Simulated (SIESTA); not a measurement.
## TiB2 under changes of volume

One of the cells (8.723 Å³/atom); the others are scaled copies at fixed shape and fractional positions:

```
CELL_PARAMETERS angstrom
3.04926 0.00000 0.00000
-1.52463 2.64074 0.00000
0.00000 0.00000 3.24978
ATOMIC_POSITIONS crystal
Ti 0.00000 0.00000 0.00000
B 0.66667 0.33333 0.50000
B 0.33333 0.66667 0.50000
```

* Program: SIESTA 5.4.2
* Functional: PBEsol
* Potentials or basis: PseudoDojo 0.4 standard (PBEsol files)
* Basis: DZP (energy shift 0.003 Ry; two zetas on semicore shells)
* Grid cutoff: 800 Ry
* Energy shift: 0.003 Ry
* k mesh: 10 × 10 × 8
* Occupations: fermi-dirac, width 0.05 eV
* Spin: no spin polarisation

| volume (Å³/atom) | energy over the lowest point (meV/atom) | pressure (GPa) |
| --- | --- | --- |
| 8.039 | ? | ? |
| 8.210 | 6.32 | 8.8 |
| 8.381 | 0.00 | 3.1 |
| 8.723 | 4.46 | -7.0 |
| 8.894 | 14.22 | -11.2 |
| 9.065 | 28.41 | -15.2 |

Task: What does the run at 8.039 Å³/atom give?

Result: Energy over the lowest point 19.03 meV/atom; pressure 15.1 GPa.

Worked out: A Birch-Murnaghan fit of order 3 (a polynomial in V^(-2/3)) to the other rows has its minimum at 8.48 Å³/atom with B0 = V·E''(V) = 258 GPa and B' = 3.7 at fixed shape and positions, which overstates the stiffness. It gives 19.10 meV/atom at 8.039 Å³/atom, against the run's 19.03, and -dE/dV = 15.2 GPa, against 15.1.

Energies are extrapolated to zero smearing.

Caveats: the basis of atomic orbitals isn't converged, which shifts pressures, moduli and gaps.
